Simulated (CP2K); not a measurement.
Set up this calculation in CP2K 2026.2, as the native input.

```
Task                                : single point
Functional                          : RPBE
Potentials or basis                 : POTENTIAL_UZH Hf GTH-PBE-q12; TZVP-MOLOPT-PBE-GTH basis
Density cutoff                      : 6123 eV
k mesh                              : 10 × 10 × 10
Occupations                         : gaussian, width 0.02 eV
Spin                                : no spin polarisation
SCF solver                          : diagonalisation with k points
Quickstep method                    : GPW
EPS_DEFAULT                         : 1.0E-10
EPS_SCF                             : 1.0E-6
MAX_SCF                             : 100
SCF_GUESS                           : ATOMIC
k points reduced by the point group : yes
Mesh centred on Gamma               : yes
CHOLESKY                            : OFF
EPS_EIGVAL                          : 1.0E-7
MIXING METHOD                       : BROYDEN_MIXING
MIXING ALPHA                        : 0.4
NBUFFER                             : 8
NGRIDS                              : 4
Basis sets                          : Hf TZVP-MOLOPT-PBE-GTH-q12
Potentials                          : Hf GTH-PBE-q12 of POTENTIAL_UZH
ADDED_MOS                           : [11]
REL_CUTOFF (Ry)                     : 60 Ry
MIXING BETA (1/bohr)                : 1.5 1/bohr
CUTOFF of the grids                 : 450 Ry
```

The system is Hf.

```xyz
1
Lattice="3.1264 0.0000 0.0000 -1.0421 2.9476 0.0000 -1.0421 -1.4738 2.5527" Properties=species:S:1:pos:R:3 pbc="T T T"
Hf    0.0000    0.0000    0.0000
```

This isn't the form of Hf at room conditions, which is hcp.

The cell isn't the ideal one: the cell as VASP's run set it.

These files were run (other wordings do the same):

hf_scf.inp

```
&GLOBAL
  PROJECT hf_scf
  RUN_TYPE ENERGY_FORCE
  PRINT_LEVEL LOW
&END GLOBAL
&FORCE_EVAL
  METHOD QS
  STRESS_TENSOR ANALYTICAL
  &DFT
    BASIS_SET_FILE_NAME BASIS_MOLOPT_UZH
    POTENTIAL_FILE_NAME POTENTIAL_UZH
    &MGRID
      CUTOFF 450
      REL_CUTOFF 60
      NGRIDS 4
    &END MGRID
    &QS
      METHOD GPW
      EPS_DEFAULT 1.0E-10
    &END QS
    &KPOINTS
      SCHEME MONKHORST-PACK 10 10 10
      GAMMA_CENTERED T
      SYMMETRY T
      SYMMETRY_BACKEND SPGLIB
    &END KPOINTS
    &SCF
      SCF_GUESS ATOMIC
      EPS_SCF 1.0E-6
      MAX_SCF 100
      ADDED_MOS 11
      CHOLESKY OFF
      EPS_EIGVAL 1.0E-7
      &DIAGONALIZATION ON
        ALGORITHM STANDARD
      &END DIAGONALIZATION
      &MIXING ON
        METHOD BROYDEN_MIXING
        ALPHA 0.4
        BETA 1.5
        NBUFFER 8
      &END MIXING
      &SMEAR ON
        METHOD GAUSSIAN
        SIGMA [eV] 0.02
      &END SMEAR
    &END SCF
    &XC
      &XC_FUNCTIONAL
        &GGA_X_RPBE
        &END GGA_X_RPBE
        &GGA_C_PBE
        &END GGA_C_PBE
      &END XC_FUNCTIONAL
    &END XC
    &PRINT
      &KPOINTS ON
      &END KPOINTS
      &MULLIKEN ON
      &END MULLIKEN
      &MO ON
        ENERGIES T
        OCCUPATION_NUMBERS T
        &EACH
          QS_SCF 0
        &END EACH
        ADD_LAST NUMERIC
      &END MO
      &E_DENSITY_CUBE ON
        STRIDE 1
      &END E_DENSITY_CUBE
      &V_HARTREE_CUBE ON
        STRIDE 1
      &END V_HARTREE_CUBE
      &ELF_CUBE ON
        STRIDE 1
      &END ELF_CUBE
    &END PRINT
  &END DFT
  &SUBSYS
    &CELL
      A 3.1263517100 0.0000000000 0.0000000000
      B -1.0421172364 2.9475526594 0.0000000000
      C -1.0421172364 -1.4737763292 2.5526554823
      PERIODIC XYZ
    &END CELL
    &COORD
      SCALED
      Hf  0.0000000000 0.0000000000 0.0000000000
    &END COORD
    &KIND Hf
      BASIS_SET TZVP-MOLOPT-PBE-GTH-q12
      POTENTIAL GTH-PBE-q12
    &END KIND
    &PRINT
      &ATOMIC_COORDINATES ON
      &END ATOMIC_COORDINATES
      &CELL ON
      &END CELL
    &END PRINT
  &END SUBSYS
  &PRINT
    &FORCES ON
    &END FORCES
    &STRESS_TENSOR ON
    &END STRESS_TENSOR
  &END PRINT
&END FORCE_EVAL
```

Potentials or basis: POTENTIAL_UZH Hf GTH-PBE-q12; TZVP-MOLOPT-PBE-GTH basis.

Launch:

```bash
$ OMP_NUM_THREADS=1 cp2k.psmp -i hf_scf.inp -o hf_scf.out
```

Results of the run:

```yaml
Pressure: -2.7 GPa
Band_gap_on_the_k_mesh: none (metal or under the smearing width)
```

Caveat: the potentials were made for another functional, which shifts forces and pressure; the basis of atomic orbitals isn't converged, which shifts pressures, moduli and gaps.

Run time: 47 s on 1 thread of Arm Neoverse V2, with other jobs on the host, peak memory 0.25 GiB.
